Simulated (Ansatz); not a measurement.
## Pb in Ansatz: the effect of functional

Pb:

```xyz
2
Lattice="3.0786 -1.7734 0.0000 3.0786 1.7734 0.0000 -2.1433 0.0000 6.1754" Properties=species:S:1:pos:R:3 pbc="T T T"
Pb    4.0372    0.0000    4.4852
Pb   -0.0233    0.0000    1.6903
```

This isn't the form of Pb at room conditions, which is fcc.

The cell isn't the ideal one: volume scaled by 1.04.

Alike in all runs:

```yaml
Program: Ansatz 0.2.0
Task: single point
Potentials_or_basis: Ansatz PAW
k_mesh: 9 × 9 × 5
Occupations: fermi-dirac, width 0.05 eV
Spin: no spin polarisation
```

```tsv
functional	cutoff	pressure (GPa)	largest force (eV/Å)
LDA	420 eV (not typed: the program's choice for these potentials)	-4.4	0.24
PBEsol	420 eV (not typed: the program's choice for these potentials)	?	?
r2SCAN	500 eV (not typed: the program's choice for these potentials)	-1.8	0.22
```

Question: What does the run with functional PBEsol give?

Answer: Pressure -3.1 GPa; largest force 0.20 eV/Å.

Caveats: the PAW data sets come from PBE, with cores solved anew for the run's functional, which leaves a small shift of forces and pressure.
